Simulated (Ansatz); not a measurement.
ZnS (R3m) from a database of computed structures: a single-point calculation in Ansatz (LC-ωPBE). Cell and atoms come from a relaxation with r2SCAN.

Input file:
```yaml
crystal:
  lattice:
    - [1.9034643333, 1.0989656452, 9.3548591394]
    - [-1.9034643333, 1.0989656452, 9.3548591394]
    - [0.0, -2.1979312904, 9.3548591394]
  atoms:
    - { symbol: Zn, position: [0.9999752234, 0.9999752234, 0.9999752234] }
    - { symbol: Zn, position: [0.2222749271, 0.2222749271, 0.2222749271] }
    - { symbol: Zn, position: [0.4445585037, 0.4445585037, 0.4445585037] }
    - { symbol: S, position: [0.0832701742, 0.0832701742, 0.0832701742] }
    - { symbol: S, position: [0.5278391406, 0.5278391406, 0.5278391406] }
    - { symbol: S, position: [0.3054080311, 0.3054080311, 0.3054080311] }
kpoints:
  mp_grid: { grid: [4, 4, 4] }
hamiltonian:
  xc: lc_wpbe
scf:
  occupations: { method: fixed }
  n_extra_bands: 5
output:
  forces: true
  stress: true
  eigenvalues: true
```

Command: `ansatz run input.yaml --threads 4 --pin off --max-ram 5529MiB --backend cpu --events-out ev --progress --plain --runs-dir out`. It took 53 s on 4 threads of Arm Neoverse V1 (shared host), load about 0.5 per core; peak host memory 2.1 GiB.

The log, with set-up remarks and timings taken out:
```
Pseudopotential: Zn, paw, valence charge 12, recommended cutoff 420 eV (normal)
Pseudopotential: S, paw, valence charge 6, recommended cutoff 420 eV (normal)
Functional definition: LC-wPBE
Crystal: 6 atoms, lattice volume = 117.413 Å³
Basis set: ecut = 420 eV, 2317 PW (Γ), FFT grids on a1−a3, a2−a3, a3
Bands: 32, of which v1, the nominal top of the filled ones, is band 27 counted from 1 (26 counted from 0)
Symmetry: 6 space group operations
Space group: R3m (ITA 160)
k-points: 13 of 64 (time reversal used)
[warm-up without exact exchange]
SCF 1 stopped early in 3 iterations: F = -12668.093744 eV  dr2 = 4.48e-5
[exact exchange on]
Exchange kernel: α = 0.0000 at short range, 1.0000 at long range (ω = 0.7559 Å⁻¹), several ranges, Wigner–Seitz truncation, v(0) = 11856.0697 eV·Å³, q-mesh 4×4×4
SCF 2 stopped early in 5 iterations: F = -12676.041852 eV  dr2 = 9.45e-5
hybrid outer 1: dexx = +2.592e-1 eV, tail = 6.53e-4 eV
SCF 3 converged in 7 iterations: F = -12676.043317 eV  dr2 = 8.10e-10
hybrid outer 2: dexx = +3.773e-5 eV, tail = 8.76e-7 eV, Δε = 1.25e-2 eV, ΔF = 1.32e-2 eV/Å
SCF 4 converged in 3 iterations: F = -12676.043320 eV  dr2 = 2.57e-10
hybrid outer 3: dexx = +3.118e-8 eV, tail = 2.89e-9 eV, Δε = 2.59e-4 eV, ΔF = 1.59e-4 eV/Å
Free energy (F): -12676.043320 eV
Fermi energy:    2.493533 eV
--- Forces (eV/Å), atoms counted from 1 ---
  atom   1  Zn      0.00000      0.00000      0.00981
  atom   2  Zn      0.00000      0.00000      0.00022
  atom   3  Zn      0.00000      0.00000      0.00604
  atom   4  S       0.00000      0.00000    -0.00576
  atom   5  S       0.00000      0.00000    -0.01074
  atom   6  S       0.00000      0.00000      0.00042
--- Stress (GPa, compression-positive) ---
       -1.841041       0.000000       0.000000
        0.000000      -1.841041       0.000000
        0.000000       0.000000      -2.210939
  P = ⅓ Tr σ = -1.9643 GPa (-19.643 kbar)
--- Band table (eV; the first three rows and the last of 13) ---
  k-point 0: bands = […, 1.6094, 1.6204, 1.6204, 2.4789, 2.4935, 2.4935, 10.8833, 12.0932, 12.2629, 15.2115, …]
  k-point 1: bands = […, -0.2807, -0.0480, 0.7007, 0.8182, 1.8247, 1.9253, 12.4917, 13.0048, 13.2489, 14.4066, …]
  k-point 2: bands = […, -0.7287, -0.1909, 0.0159, 0.0300, 0.8900, 1.3656, 11.7510, 12.4702, 12.7370, 13.6603, …]
  k-point 12: bands = […, 1.3521, 1.3521, 2.1753, 2.1753, 2.1901, 2.1901, 11.9163, 12.0609, 12.2176, 15.1103, …]
```

The rows of the band table are 0: (0, 0, 0) = Γ, 1: (0, 0, 1/4), 2: (0, 0, -1/2) = L, 12: (-1/2, -1/2, -1/2) = T.

The LC-ωPBE gap is direct at Γ: 8.39 eV. The gap is the least over the mesh and the extra points. The mean pressure is -2.0 GPa (compression positive), so LC-ωPBE would shrink the cell's volume. (The program warns that its thresholds are loose for a hybrid's stress.)

No spin polarisation and no zero-point or thermal motion.
